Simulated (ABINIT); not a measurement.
Runs of ABINIT 10.8.3 (patched build) on Ti. Symmetry: P6_3/mmc, No. 194, hexagonal system. The conventional cell has a = 2.950 Å, b = 2.950 Å, c = 4.680 Å, α = 90.00°, β = 90.00°, γ = 120.00°. Around Ti (site symmetry -6m2) lie 12 Ti at 2.89 to 2.95 Å. 

```csv
task,level,potentials or basis,cell,k mesh,cell freedom (optcell),cutoff smearing ecutsm (Ha),optimiser (ionmov),force stop (Ha/bohr),mesh quality,gap on the mesh (eV),pressure (GPa),V0 of scaled cells (Å³/atom),B0 (GPa)
single point,PBE,JTH PAW PBE v2.0,as given,13 × 13 × 8,-,-,-,-,not flagged,none,-1.3,-,-
relaxation of cell and atoms,PBE,JTH PAW PBE v2.0,relaxed to 20 GPa,10 × 10 × 6,2,0.5,2,0.0002,not flagged,none,20.0,-,-
single point,LDA,JTH PAW LDA v2.0,as given,6 × 6 × 4,-,-,-,-,coarse,none,-9.6,-,-
single point,PBEsol,JTH PAW PBE v2.0,as given,4 × 4 × 2,-,-,-,-,coarse,none,-5.3,-,-
equation of state,PBEsol,JTH PAW PBE v2.0,as given,10 × 10 × 6,-,-,-,-,not flagged,-,-,16.77,(b)
relaxation of cell and atoms,revPBE,JTH PAW PBE v2.0,relaxed,10 × 10 × 6,2,0.5,2,0.0001,not flagged,none,0.0,-,-
equation of state,SOGGA,JTH PAW PBE v2.0,as given,10 × 10 × 6,-,-,-,-,not flagged,-,-,(a),119
band structure,SOGGA,JTH PAW PBE v2.0,as given,10 × 10 × 6,-,-,-,-,not flagged,none,-5.7,-,-
```

Alike in all rows: no spin polarisation; cutoff (eV) 408; smearing fermi-dirac 0.05 eV.

Question: Estimate the missing entries.

Answer: (a) 16.74; (b) 118.

Caveats: some runs use coarse meshes; the PAW data sets were made with another functional, which shifts forces and pressure a little (some runs); pressures at fixed basis lie under the slope of the energies (some runs); the cell was scaled at fixed shape and fractional positions, which overstates the stiffness of a crystal with free parameters, most of all of layers and chains (some runs).

A gap of «none» marks a metal or a gap under the smearing width.
